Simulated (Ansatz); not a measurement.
An Ansatz (an electronic-structure program) input (r2SCAN (Ansatz; PAW; 500 eV plane waves; spin-orbit coupling left out)):

Ansatz 0.2 input:
```yaml
crystal:
  lattice:
    - [4.094596556, 0, 0]
    - [2.047298278, 3.5460246358, 0]
    - [0, 0, 16.6716120441]
  atoms:
    - { symbol: F, position: [0.6666666667, 0.1666666667, 0.4498665144] }
    - { symbol: Sr, position: [0.3333333333, -0.1666666667, 0.5] }
    - { symbol: F, position: [1, 0.5, 0.5501334856] }
basis: { ecutwfc: 500, ecutrho_ratio: 4, xc_grid: 4, fft_grid_basis: typed }
kpoints: { mp_grid: { grid: [9, 9, 1] } }
hamiltonian:
  xc: r2scan
  dispersion: none
  pseudopotentials: { kind: paw }
scf: { occupations: { method: fermi_dirac, width: 0.05 }, convergence: { dr2_threshold: 0.0000000003 } }
relax: { f_tol: 0.01, max_steps: 50 }
output: { forces: true, stress: true }
checkpoint: { write: state.ck, write_every: 1000 }
```

### Question
Which symmetry and how many k-points will the program report, and about how many plane waves at Γ?

### Answer
Space group P-3m1 (ITA 164) with 12 operations, k-points 12 of 81, and 6175 plane waves at Γ.

Stability against distortions was not tested. The cell was made from SrF2 in the fluorite structure (space group Fm-3m, No. 225) by this change: a free-standing slab of 1 layer (3 atoms, 3 a layer) is cut normal to [111], with 15 Å of vacuum and the in-plane cell held at bulk.
